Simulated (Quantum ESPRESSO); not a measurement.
# HgTe (Coloradoite): zone-centre phonons under several settings

```xyz
2
Lattice="0.0000 3.2145 3.2145 3.2145 0.0000 3.2145 3.2145 3.2145 0.0000" Properties=species:S:1:pos:R:3 pbc="T T T"
Hg    0.0000    0.0000    0.0000
Te    4.8217    4.8217    4.8217
```

All runs used Quantum ESPRESSO 7.5; k mesh 7 × 7 × 7; no spin polarisation.

| level | potentials | geometry | cutoff (eV) | occupations | volume (Å³/atom) | pressure (GPa) | lowest optical mode without the field (cm⁻¹) |
| --- | --- | --- | --- | --- | --- | --- | --- |
| PBEsol | GBRV 1.5 PBEsol | relaxed cell | 612 | cold, width 0.272 eV | 34.77 | 0.0 | 110 |
| LDA | PseudoDojo 0.4.1 SR LDA standard | given cell, atoms relaxed | 1088 | cold, width 0.136 eV | 33.22 | 0.2 | 117 |
| PBEsol | PseudoDojo 0.4.1 SR PBEsol standard | given cell, atoms relaxed | 1088 | cold, width 0.272 eV | 33.22 | ? | ? |
| LDA | PseudoDojo 0.4.1 SR LDA standard | relaxed cell | 1088 | methfessel-paxton, width 0.136 eV | 33.34 | 0.0 | 116 |
| LDA | GBRV 1.5 LDA | relaxed cell | 612 | gaussian, width 0.272 eV | 33.65 | 0.0 | 117 |

Question: What stands in the row left open?

Answer: Pressure 1.8 GPa; lowest optical mode without the field 119 cm⁻¹.

The runs don't all hold the same shells in valence.
